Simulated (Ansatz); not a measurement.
Si, 4 atoms in the cell. The structure is hexagonal, space group P6_3/mmc (No. 194). The conventional cell has a = 3.831 Å, b = 3.831 Å, c = 6.333 Å, α = 90.00°, β = 90.00°, γ = 120.00°. Si (site symmetry 3m) is surrounded by 4 Si at 2.35 to 2.37 Å. This isn't the form of Si at room conditions, which is diamond.

| Item | Value |
| --- | --- |
| Program | Ansatz 0.2.0 |
| Task | band structure |
| Functional | HSEsol |
| Potentials or basis | Ansatz PAW |
| Cutoff | 420 eV (not typed: the program's choice for these potentials) |
| k mesh | 4 × 4 × 2 |
| Occupations | fermi-dirac, width 0.05 eV |
| Spin | no spin polarisation |
| Path | [["G", "M", "K", "G", "A", "L", "H", "A"], ["L", "M"], ["K", "H"]] |
| Points for each segment of the path | 4 |

Hardware: 1 × NVIDIA H100 80GB HBM3 with 2 threads of AMD EPYC 7R13 Processor (Zen 3) (shared host).

Q: Estimate the wall time of this run.

A: Run time: 16 s on 1 × NVIDIA H100 80GB HBM3 with 2 threads of AMD EPYC 7R13 Processor (Zen 3) (shared host), peak memory 1.5 GiB. Counts: scf iterations 15, plane waves 1581, k points 8, bands 18.
